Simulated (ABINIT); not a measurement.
Here is an ABINIT 10.8.3 (patched build) calculation.

The input run.abi:

```
# Pseudopotentials
pp_dirpath "./"
pseudos "Pt.hgh, Se.hgh"

# Structure
acell 3.724 3.724 5.062 Angstrom
rprim
     1.0000000000     0.0000000000     0.0000000000
    -0.5000000000     0.8660254038     0.0000000000
     0.0000000000     0.0000000000     1.0000000000
ntypat 2
znucl 78 34
natom 3
typat 1 2 2
xred
     0.0000000000     0.0000000000     0.0000000000
     0.6666666667     0.3333333333     0.7500000000
     0.3333333333     0.6666666667     0.2500000000

# Plane-wave basis
ecut 14.0

# k points
kptopt 1
ngkpt 6 6 4
nshiftk 1
shiftk 0.0 0.0 0.0

# Exchange and correlation
ixc 7

# Bands and occupations
nband 15
occopt 3
tsmear 0.05 eV

# SCF cycle
nstep 100
tolvrs 1.0e-10

# Output
iomode 3
prtwf 0
prtden 0
prteig 0
prtebands 0
```

Potentials or basis: HGH LDA.

Launch:

```bash
$ abinit run.abi > log 2>&1
```

Problem. Predict the band gap on the k mesh.

Solution. None (metal or under the smearing width).

Problem. Estimate the largest force.

Solution. 0.304 eV/Å.

Forces in eV/Å, atoms in the order of the input:
```
Pt   0.000  0.000  0.000
Se   0.000  0.000 -0.304
Se   0.000  0.000  0.304
```

Caveat: HGH potentials are hard and often keep d shells in the core, so these values are rough. Spin-orbit coupling is left out, which matters for the levels of Pt.
